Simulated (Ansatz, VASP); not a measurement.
Two plane-wave programs on As

The input INCAR:

```
SYSTEM = As
ALGO = Normal
EDIFF = 1E-6
ENCUT = 520
GGA = RP
ISIF = 2
ISMEAR = -1
LASPH = .TRUE.
LCHARG = .FALSE.
LREAL = .FALSE.
LWAVE = .FALSE.
NBANDS = 8
NELM = 80
PREC = Accurate
SIGMA = 0.1
```

Contents of KPOINTS:

```
k-points
0
G
  15 15 15
  0 0 0
```

POSCAR

```
As
1.0
   -1.6228581918      1.6228581918      1.6228581918
    1.6228581918     -1.6228581918      1.6228581918
    1.6228581918      1.6228581918     -1.6228581918
As
1
Direct
    0.0000000000      0.0000000000      0.0000000000
```

Input for Ansatz:

```yaml
crystal:
  lattice:
    - [-1.6228581918, 1.6228581918, 1.6228581918]
    - [1.6228581918, -1.6228581918, 1.6228581918]
    - [1.6228581918, 1.6228581918, -1.6228581918]
  atoms:
    - { symbol: As, position: [0.0, 0.0, 0.0] }
hamiltonian:
  xc: rpbe
  pseudopotentials:
    kind: paw
    azcp:
      As: "pseudopotentials/As.paw.azcp"
basis:
  ecutwfc: 420
  fft_grid_basis: typed
kpoints:
  mp_grid: { grid: [15, 15, 15], shift: [0, 0, 0] }
magnetization:
  spin_polarized: false
scf:
  occupations: { method: fermi_dirac, width: 0.1 }
  lower_state_search: "off"
output:
  stress: true
```

Alike in both runs: task single point; functional RPBE; k mesh 15 × 15 × 15; occupations fermi-dirac, width 0.1 eV; no spin polarisation.

```csv
,VASP,Ansatz
version,VASP 6.6.1,Ansatz 0.2.0
potentials or method,"VASP PAW PBE potentials, release 64 (As)","plane waves (420 eV) with PAW, scalar-relativistic"
plane-wave cutoff (eV),520,420
valence electrons in the cell,5,15
```

|  | VASP | Ansatz | Ansatz less VASP |
| --- | --- | --- | --- |
| pressure (GPa) | 12.9 | 12.8 | -0.11 |

The two sets of potentials don't hold the same shells in valence.

Caveats: the PAW data sets were made with another functional, which shifts forces and pressure a little (VASP).
